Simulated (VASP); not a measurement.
# TaN (Fm-3m) in VASP: a series of runs

One crystal, TaN, is run at these levels: PBEsol, r2SCAN; tasks: single point.

Everything below comes from runs of VASP 6.6.1. Logs are shortened: lines on timing, memory, paths and dates and some standing lists are left out, and cuts for length are marked.

## 1. The crystal as given

Symmetry: Fm-3m, No. 225, cubic system. Conventional cell: a = 4.380 Å, b = 4.380 Å, c = 4.380 Å, α = 90.00°, β = 90.00°, γ = 90.00°. Around Ta (site symmetry m-3m) lie 6 N at 2.19 Å. N (site symmetry m-3m) is surrounded by 6 Ta at 2.19 Å.

The cell comes from a database or a generator and needn't be the stable form of this composition.

## 2. Single point, PBEsol

Contents of INCAR:

```
PREC = Accurate
ENCUT = 900
EDIFF = 1E-6
ISMEAR = 0
SIGMA = 0.1
LREAL = F
LASPH = T
NELM = 60
ALGO = Normal
ISIF = 2
LWAVE = F
LCHARG = T
GGA = PS
LELF = T
LVHAR = T
```

Contents of KPOINTS:

```
regular mesh
0
Gamma
  16 16 16
```

Contents of POSCAR:

```
TaN
1.0
    0.0000000000      2.1897500000      2.1897500000
    2.1897500000      0.0000000000      2.1897500000
    2.1897500000      2.1897500000      0.0000000000
Ta N
1 1
Direct
    0.5000000000      0.5000000000      0.5000000000
    1.0000000000      0.0000000000      0.0000000000
```

Potentials or basis: VASP PAW PBE potentials, release 64 (Ta_pv, N_h).

Started as:

```sh
$ cat potpaw_PBE.64/Ta_pv/POTCAR potpaw_PBE.64/N_h/POTCAR > POTCAR
$ mpirun -np 1 vasp_std > vasp.out
```

OUTCAR:

```text
PREC = Accurate
   ENCUT = 900
   EDIFF = 1E-6
   ISMEAR = 0
   LREAL = F
   LASPH = T
   NELM = 60
   ISIF = 2
   GGA = PS

 ion  position               nearest neighbor table
   1  0.500  0.500  0.500-   2 2.19   2 2.19   2 2.19   2 2.19   2 2.19   2 2.19
   2  0.000  0.000  0.000-   1 2.19   1 2.19   1 2.19   1 2.19   1 2.19   1 2.19

  LATTYP: Found a face centered cubic cell.
 ALAT       =     4.3795000000

  Lattice vectors:

 A1 = (   0.0000000000,   2.1897500000,   2.1897500000)
 A2 = (   2.1897500000,   0.0000000000,   2.1897500000)
 A3 = (   2.1897500000,   2.1897500000,   0.0000000000)

Analysis of symmetry for initial positions (statically):
=====================================================================
 Subroutine PRICEL returns:
 Original cell was already a primitive cell.

 Routine SETGRP: Setting up the symmetry group for a
 face centered cubic supercell.

 Subroutine GETGRP returns: Found 48 space group operations
 (whereof 48 operations were pure point group operations)
 out of a pool of 48 trial point group operations.

The static configuration has the point symmetry O_h .

Analysis of symmetry for dynamics (positions and initial velocities):
=====================================================================
 Subroutine PRICEL returns:
 Original cell was already a primitive cell.

 Routine SETGRP: Setting up the symmetry group for a
 face centered cubic supercell.

 Subroutine GETGRP returns: Found 48 space group operations
 (whereof 48 operations were pure point group operations)
 out of a pool of 48 trial point group operations.

The dynamic configuration has the point symmetry O_h .

 Subroutine INISYM returns: Found 48 space group operations
 (whereof 48 operations are pure point group operations),
 and found     1 'primitive' translations

----------------------------------------------------------------------------------------

                                     Primitive cell

  volume of cell :      20.9997

  direct lattice vectors                    reciprocal lattice vectors
     0.000000000  2.189750000  2.189750000    -0.228336568  0.228336568  0.228336568
     2.189750000  0.000000000  2.189750000     0.228336568 -0.228336568  0.228336568
     2.189750000  2.189750000  0.000000000     0.228336568  0.228336568 -0.228336568

  length of vectors
     3.096774148  3.096774148  3.096774148     0.395490537  0.395490537  0.395490537

  position of ions in fractional coordinates (direct lattice)
     0.500000000  0.500000000  0.500000000
     0.000000000  0.000000000  0.000000000

  ion indices of the primitive-cell ions
   primitive index   ion index
                 1           1
                 2           2

----------------------------------------------------------------------------------------

 KPOINTS: regular mesh

Automatic generation of k-mesh.
 Grid dimensions read from file:
 generate k-points for:   16   16   16

 Generating k-lattice:

  Cartesian coordinates                     Fractional coordinates (reciprocal lattice)
    -0.014271036  0.014271036  0.014271036     0.062500000  0.000000000  0.000000000
     0.014271036 -0.014271036  0.014271036     0.000000000  0.062500000  0.000000000
     0.014271036  0.014271036 -0.014271036     0.000000000  0.000000000  0.062500000

  Length of vectors
     0.024718159  0.024718159  0.024718159

  Shift w.r.t. Gamma in fractional coordinates (k-lattice)
     0.000000000  0.000000000  0.000000000

 Subroutine IBZKPT returns following result:
 ===========================================

 Found    145 irreducible k-points:

 Following reciprocal coordinates:
            Coordinates               Weight
  0.000000  0.000000  0.000000      1.000000
  0.062500  0.000000  0.000000      8.000000
  0.125000  0.000000  0.000000      8.000000
  0.187500  0.000000  0.000000      8.000000
  0.250000  0.000000  0.000000      8.000000
  0.312500  0.000000  0.000000      8.000000
[... 16 lines left out ...]
 -0.125000  0.062500  0.000000     24.000000
 -0.062500  0.062500  0.000000     12.000000
 [... further k-points ...]
   k-points           NKPTS =    145   k-points in BZ     NKDIM =    145   number of bands    NBANDS=     12
   number of dos      NEDOS =    301   number of ions     NIONS =      2
   total plane-waves  NPLWV =  27000
   dimension x,y,z NGX =    30 NGY =   30 NGZ =   30
   dimension x,y,z NGXF=    60 NGYF=   60 NGZF=   60
   ions per type =               1   1
   NGX,Y,Z   is equivalent  to a cutoff of  16.11, 16.11, 16.11 a.u.
   NGXF,Y,Z  is equivalent  to a cutoff of  32.21, 32.21, 32.21 a.u.
 SYSTEM =  unknown system
   PREC   = accura    normal or accurate (medium, high low for compatibility)
   ISTART =      0    job   : 0-new  1-cont  2-samecut
   ICHARG =      2    charge: 1-file 2-atom 10-const
   ISPIN  =      1    spin polarized calculation?
   LNONCOLLINEAR =      F non collinear calculations
   LSORBIT =      F    spin-orbit coupling
   LASPH  =      T    aspherical Exc in radial PAW
   ENCUT  =  900.0 eV  66.15 Ry    8.13 a.u.   7.58  7.58  7.58*2*pi/ulx,y,z
   NELM   =     60;   NELMIN=  2; NELMDL= -5     # of ELM steps
   EDIFF  = 0.1E-05   stopping-criterion for ELM
   LREAL  =      F    real-space projection
[... 7 lines left out ...]
   TEBEG  =    0.0;   TEEND  =   0.0 temperature during run
   PSTRESS=    0.0 pullay stress
   NELECT =      16.0000    total number of electrons
   NUPDOWN=      -1.0000    fix difference up-down
   EMIN   =  10.00;   EMAX   =-10.00  energy-range for DOS
   EFERMI =   0.00;   METHOD = LEGACY
   ISMEAR =     0;   SIGMA  =   0.10  broadening in eV -4-tet -1-fermi 0-gaus
   EFERMI_NEDOS =   21; number of points for ismear=-14 and -15
   IALGO  =     38    algorithm
   IMIX   =      4    mixing-type and parameters
     AMIX     =   0.40;   BMIX     =  1.00
     AMIX_MAG =   1.60;   BMIX_MAG =  1.00
  volume/ion in A,a.u.               =      10.50        70.86
  Fermi-wavevector in a.u.,A,eV,Ry     =   1.495238  2.825590 30.419039  2.235736
  Thomas-Fermi vector in A             =   2.607408
   LORBIT       =      0    0 simple, 1 ext, 2 COOP (PROOUT), +10 PAW based schemes
   GGA     = PS    functional components
   LHFCALC =     F    Hartree Fock is set to
   AEXX    =    0.0000 exact exchange contribution
   IVDW    =     0    specifies the selected vdW correction
   LEPSILON=     F    determine dielectric tensor
   LRPA    =     F    only Hartree local field effects (RPA)
 non-spin polarized calculation
 Gauss-broadening in eV      SIGMA  =   0.10
  energy-cutoff  :      900.00
  volume of cell :       21.00
 maximum number of plane-waves:      1308
   NGX = 15   NGY = 15   NGZ = 15

 number of electron      16.0000000 magnetization

 Free energy of the ion-electron system (eV)
  ---------------------------------------------------
  ext. energy  EPLUGINS =         0.00000000
  ---------------------------------------------------
  free energy    TOTEN  =       -23.22202069 eV

  energy without entropy =      -23.21638534  energy(sigma->0) =      -23.21920302

 E-fermi :   9.8338     XC(G=0): -13.6744

 val. band max:        9.8268244746   @ k =  -0.2500   0.3750   0.1250
 cond. band min:       9.8408843909   @ k =  -0.3125   0.3125   0.1250
 fundamental gap:      0.0140599164
 Fermi energy:         9.8337868819

 k-point     1 :       0.0000    0.0000    0.0000
  band No.  band energies     occupation
      1     -25.8364      2.00000
      2     -25.8364      2.00000
      3     -25.8364      2.00000
      4      -9.0697      2.00000
      5       6.0137      2.00000
      6       6.0137      2.00000
      7       6.0137      2.00000
      8       7.6797      2.00000
      9       7.6797      2.00000
     10       7.6797      2.00000
     11       9.8719      0.59015
     12       9.8719      0.59014

 k-point     2 :       0.0625    0.0000    0.0000
  band No.  band energies     occupation
      1     -25.8737      2.00000
      2     -25.8397      2.00000
      3     -25.8397      2.00000
      4      -8.9710      2.00000
      5       5.4887      2.00000
      6       5.6590      2.00000
      7       5.6590      2.00000
      8       7.8423      2.00000
      9       7.8423      2.00000
     10       7.9183      2.00000
     11      10.2777      0.00000
     12      10.2777      0.00000

 k-point     3 :       0.1250    0.0000    0.0000
  band No.  band energies     occupation
      1     -25.9786      2.00000
      2     -25.8492      2.00000
      3     -25.8492      2.00000
      4      -8.6857      2.00000
      5       4.4347      2.00000
      6       4.9322      2.00000
      7       4.9322      2.00000
      8       8.2175      2.00000
      9       8.2175      2.00000
     10       8.2665      2.00000
     11      11.2588      0.00000
     12      11.2588      0.00000

 k-point     4 :       0.1875    0.0000    0.0000
  band No.  band energies     occupation
      1     -26.1316      2.00000
      2     -25.8634      2.00000
      3     -25.8634      2.00000
      4      -8.2448      2.00000
      5       3.2597      2.00000
      6       4.1640      2.00000
      7       4.1640      2.00000
      8       8.6149      2.00000
      9       8.7536      2.00000
     10       8.7536      2.00000
     11      12.4985      0.00000
     12      12.4985      0.00000

 k-point     5 :       0.2500    0.0000    0.0000
  band No.  band energies     occupation
      1     -26.3066      2.00000
      2     -25.8800      2.00000
      3     -25.8800      2.00000
      4      -7.6947      2.00000
      5       2.1080      2.00000
      6       3.4753      2.00000
      7       3.4753      2.00000
      8       9.0578      2.00000
      9       9.4326      2.00000
     10       9.4326      2.00000
     11      13.8236      0.00000
     12      13.8236      0.00000
[... 228 lines left out ...]
      1     -26.3644      2.00000
      2     -25.9236      2.00000
      3     -25.8736      2.00000
      4      -7.4624      2.00000
      5       1.6596      2.00000
      6       3.0828      2.00000
      7       3.5060      2.00000
      8       9.0995      2.00000
      9       9.3428      2.00000
     10      10.4334      0.00000
     11      13.2070      0.00000
     12      14.9859      0.00000

 k-point    22 :      -0.1875    0.0625    0.0000
  band No.  band energies     occupation
      1     -26.1951      2.00000
      2     -25.9040      2.00000
      3     -25.8569      2.00000
      4      -8.0140      2.00000
      5       2.6976      2.00000
      6       3.6706      2.00000
      7       4.1571      2.00000
      8       8.6704      2.00000
      9       8.6877      2.00000
     10       9.6742      1.97601
     11      11.9910      0.00000
     12      13.6864      0.00000

 k-point    23 :      -0.1250    0.0625    0.0000
  band No.  band energies     occupation
      1     -26.0394      2.00000
      2     -25.8823      2.00000
      3     -25.8446      2.00000
      4      -8.4809      2.00000
      5       3.7727      2.00000
      6       4.3667      2.00000
      7       4.8509      2.00000
      8       8.1597      2.00000
      9       8.3956      2.00000
     10       8.9930      2.00000
     11      10.9320      0.00000
     12      12.3821      0.00000

 k-point    24 :      -0.0625    0.0625    0.0000
  band No.  band energies     occupation
      1     -25.9254      2.00000
      2     -25.8598      2.00000
      3     -25.8386      2.00000
      4      -8.8120      2.00000
      5       4.7796      2.00000
      6       5.0953      2.00000
      7       5.4448      2.00000
      8       7.8576      2.00000
      9       8.0925      2.00000
     10       8.4019      2.00000
     11      10.3112      0.00000
     12      11.1899      0.00000

 [... further k-points ...]

------------------------ aborting loop because EDIFF is reached ----------------------------------------

  FORCE on cell =-STRESS in cart. coord.  units (eV):
  Direction    XX          YY          ZZ          XY          YZ          ZX
  --------------------------------------------------------------------------------------
  -------------------------------------------------------------------------------------
  Total       -0.0100657     -0.0100657     -0.0100657      0.0000000      0.0000000      0.0000000
  in kB       -0.7679676     -0.7679676     -0.7679676      0.0000000      0.0000000      0.0000000
  external PRESSURE =      -0.7679676 kB  Pullay stress =       0.0000000 kB

 VOLUME and BASIS-vectors are now :
 -----------------------------------------------------------------------------
  energy-cutoff  :      900.00
  volume of cell :       21.00
      direct lattice vectors                 reciprocal lattice vectors
     0.000000000  2.189750000  2.189750000    -0.228336568  0.228336568  0.228336568
     2.189750000  0.000000000  2.189750000     0.228336568 -0.228336568  0.228336568
     2.189750000  2.189750000  0.000000000     0.228336568  0.228336568 -0.228336568

 POSITION                                       TOTAL-FORCE (eV/Angst)
 -----------------------------------------------------------------------------------
      2.18975      2.18975      2.18975         0.000000      0.000000     -0.000000
      0.00000      0.00000      0.00000         0.000000      0.000000      0.000000
 -----------------------------------------------------------------------------------
    total drift:                               -0.000000     -0.000000      0.000000

  FREE ENERGIE OF THE ION-ELECTRON SYSTEM (eV)
  ---------------------------------------------------
  free  energy   TOTEN  =       -23.2220206906 eV

  energy  without entropy=      -23.2163853421  energy(sigma->0) =      -23.21920302
```

Wall time 32 s (1 thread of Intel Xeon 6975P-C (Granite Rapids), shared host); peak memory 0.24 GiB.

Results:

```yaml
Free_energy: -23.2220 eV
Pressure: -0.1 GPa
Band_gap_on_the_k_mesh: none (metal or under the smearing width)
```

Levels at points of the mesh, in eV from the Fermi level:
```tsv
k point	band 6	band 7	band 8	band 9	band 10	band 11
(0.00, 0.00, 0.00)	-3.82	-3.82	-2.15	-2.15	-2.15	0.04
(0.50, 0.00, 0.00)	-7.67	-7.67	1.96	1.96	2.06	3.86
(0.50, 0.50, 0.00)	-5.58	-4.64	-4.64	2.14	3.65	3.65
```

Caveat: the cutoff is under 1.25 times the usual one of these potentials, so pressure, stress and relaxed cells hold a basis-set (Pulay) error; the PAW data sets were made with another functional, which shifts forces and pressure a little. The run has no spin-orbit coupling, so splittings on Ta are missing.

## 3. Single point, r2SCAN

Contents of INCAR:

```
PREC = Accurate
ENCUT = 520
EDIFF = 1E-6
ISMEAR = 0
SIGMA = 0.1
LREAL = F
LASPH = T
NELM = 60
ALGO = Normal
ISIF = 2
LWAVE = F
LCHARG = T
METAGGA = R2SCAN
LMIXTAU = T
LELF = T
LVHAR = T
```

KPOINTS is that of step 2.

POSCAR is that of step 2.

Potentials or basis: VASP PAW PBE potentials, release 64 (Ta_pv, N).

Started as:

```sh
$ cat potpaw_PBE.64/Ta_pv/POTCAR potpaw_PBE.64/N/POTCAR > POTCAR
$ mpirun -np 1 vasp_std > vasp.out
```

OUTCAR:

```text
PREC = Accurate
   ENCUT = 520
   EDIFF = 1E-6
   ISMEAR = 0
   LREAL = F
   LASPH = T
   NELM = 60
   ISIF = 2
   METAGGA = R2SCAN

 ion  position               nearest neighbor table
   1  0.500  0.500  0.500-   2 2.19   2 2.19   2 2.19   2 2.19   2 2.19   2 2.19
   2  0.000  0.000  0.000-   1 2.19   1 2.19   1 2.19   1 2.19   1 2.19   1 2.19

  LATTYP: Found a face centered cubic cell.
 ALAT       =     4.3795000000

  Lattice vectors:

[... 545 lines left out ...]

 [... further k-points ...]

------------------------ aborting loop because EDIFF is reached ----------------------------------------

  FORCE on cell =-STRESS in cart. coord.  units (eV):
  Direction    XX          YY          ZZ          XY          YZ          ZX
  --------------------------------------------------------------------------------------
  -------------------------------------------------------------------------------------
  Total        0.8118690      0.8118690      0.8118690     -0.0000000      0.0000000     -0.0000000
  in kB       61.9416729     61.9416729     61.9416729     -0.0000000      0.0000000     -0.0000000
  external PRESSURE =      61.9416729 kB  Pullay stress =       0.0000000 kB

 VOLUME and BASIS-vectors are now :
 -----------------------------------------------------------------------------
  energy-cutoff  :      520.00
  volume of cell :       21.00
      direct lattice vectors                 reciprocal lattice vectors
     0.000000000  2.189750000  2.189750000    -0.228336568  0.228336568  0.228336568
     2.189750000  0.000000000  2.189750000     0.228336568 -0.228336568  0.228336568
     2.189750000  2.189750000  0.000000000     0.228336568  0.228336568 -0.228336568

 POSITION                                       TOTAL-FORCE (eV/Angst)
 -----------------------------------------------------------------------------------
      2.18975      2.18975      2.18975        -0.000000     -0.000000     -0.000000
      0.00000      0.00000      0.00000         0.000000      0.000000      0.000000
 -----------------------------------------------------------------------------------
    total drift:                                0.000000     -0.000000     -0.000000

  FREE ENERGIE OF THE ION-ELECTRON SYSTEM (eV)
  ---------------------------------------------------
  free  energy   TOTEN  =       -59.6179991945 eV

  energy  without entropy=      -59.6125634216  energy(sigma->0) =      -59.61528131
```

OSZICAR:

```text
N       E                     dE             d eps       ncg     rms          rms(c)
DAV:   1     0.504426673277E+02    0.50443E+02   -0.95720E+03  3480   0.146E+03
DAV:   2    -0.633092908835E+02   -0.11375E+03   -0.10803E+03  4028   0.351E+02
DAV:   3    -0.671104471570E+02   -0.38012E+01   -0.36851E+01  4460   0.584E+01
[... 10 lines left out ...]
DAV:  14    -0.596179815221E+02   -0.90194E-05   -0.18260E-04  4268   0.144E-01    0.623E-02
DAV:  15    -0.596179812653E+02    0.25683E-06   -0.11262E-04  3584   0.110E-01    0.443E-02
DAV:  16    -0.596180041442E+02   -0.22879E-04   -0.13341E-04  4052   0.994E-02    0.199E-02
DAV:  17    -0.596179978767E+02    0.62675E-05   -0.15431E-05  4120   0.351E-02    0.161E-02
DAV:  18    -0.596179993845E+02   -0.15078E-05   -0.13114E-06  2464   0.108E-02    0.867E-03
DAV:  19    -0.596179991945E+02    0.18995E-06   -0.57786E-07  1780   0.716E-03
   1 F= -.59617999E+02 E0= -.59615281E+02  d E =-.543577E-02
```

stdout:

```text
POSCAR found type information on POSCAR TaN
 POSCAR found :  2 types and       2 ions
 scaLAPACK will be used
 -----------------------------------------------------------------------------
|                                                                             |
[... 22 lines left out ...]
|     molecular-dynamics runs (even for insulators or semiconductors),        |
|     since the presence of unoccupied bands improves wavefunction            |
|     prediction and helps to suppress 'band-crossings'.                      |
|                                                                             |
 -----------------------------------------------------------------------------
```

Wall time 52 s (1 thread of Intel Xeon 6975P-C (Granite Rapids), shared host); peak memory 0.18 GiB.

What came out:

| Quantity | Value |
| --- | --- |
| Free energy | -59.6180 eV |
| Pressure | 6.2 GPa |
| Band gap on the k mesh | none (metal or under the smearing width) |

Levels at points of the mesh, in eV from the Fermi level:
```csv
k point,band 5,band 6,band 7,band 8,band 9,band 10,band 11,band 12
"(0.00, 0.00, 0.00)",-4.18,-4.18,-4.18,-2.20,-2.20,-2.20,0.14,0.14
"(0.50, 0.00, 0.00)",-10.94,-8.09,-8.09,1.97,1.97,2.12,4.13,7.97
"(0.50, 0.50, 0.00)",-7.11,-5.70,-5.03,-5.03,2.26,3.62,3.62,4.85
```

Caveat: the PAW data sets were made with another functional, which shifts forces and pressure a little.
